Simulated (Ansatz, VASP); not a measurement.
**One calculation of Be2C, two programs**

Contents of INCAR:

```
ALGO = Normal
EDIFF = 1E-7
ENCUT = 520
GGA = PE
ISIF = 2
ISMEAR = -1
LASPH = True
LCHARG = False
LREAL = False
LWAVE = False
NBANDS = 11
NELM = 80
PREC = Accurate
SIGMA = 0.05
```

File KPOINTS:

```
k-points
0
Gamma
  11 11 11
```

The input POSCAR:

```
Be2C
1.0
    0.0000000000      2.1357396564      2.1357396564
    2.1357396564      0.0000000000      2.1357396564
    2.1357396564      2.1357396564      0.0000000000
C Be
1 2
Direct
    0.0000000000      0.0000000000      0.0000000000
    0.7500000000      0.7500000000      0.7500000000
    0.2500000000      0.2500000000      0.2500000000
```

input.yaml

```yaml
crystal:
  lattice:
    - [0.0, 2.1357396564, 2.1357396564]
    - [2.1357396564, 0.0, 2.1357396564]
    - [2.1357396564, 2.1357396564, 0.0]
  atoms:
    - { symbol: C, position: [0.0, 0.0, 0.0] }
    - { symbol: Be, position: [0.75, 0.75, 0.75] }
    - { symbol: Be, position: [0.25, 0.25, 0.25] }
hamiltonian:
  xc: pbe
  pseudopotentials: { kind: paw }
kpoints:
  mp_grid: { grid: [11, 11, 11] }
scf:
  occupations: { method: fermi_dirac, width: 0.05 }
output:
  forces: true
  stress: true
  eigenvalues: true
  write_density: true
  write_potential: true
  elf: true
  volumetric_format: npy
```

Change from the starting cell: volume scaled by 0.96.

Alike in both runs: task single point; functional PBE; k mesh 11 × 11 × 11; occupations fermi-dirac, width 0.05 eV; no spin polarisation.

```csv
,VASP,Ansatz
version,VASP 6.6.1,Ansatz 0.2.0
potentials or method,"VASP PAW PBE potentials, release 64 (C, Be)",Ansatz PAW
plane-wave cutoff (eV),520,420
valence electrons in the cell,8,8
```

|  | VASP | Ansatz | Ansatz less VASP |
| --- | --- | --- | --- |
| gap on the k mesh at the Fermi level (eV) | 1.27 | 1.28 | +0.012 |
| least direct gap on the mesh (eV) | 4.20 | 4.21 | +0.008 |
| pressure (GPa) | 9.0 | 8.6 | -0.43 |

Caveats: an odd mesh through Γ misses points on the zone boundary, where band edges often lie (VASP); odd divisions of the mesh miss points on the zone boundary, where band edges often lie, so the gap on the mesh can be too wide (Ansatz).
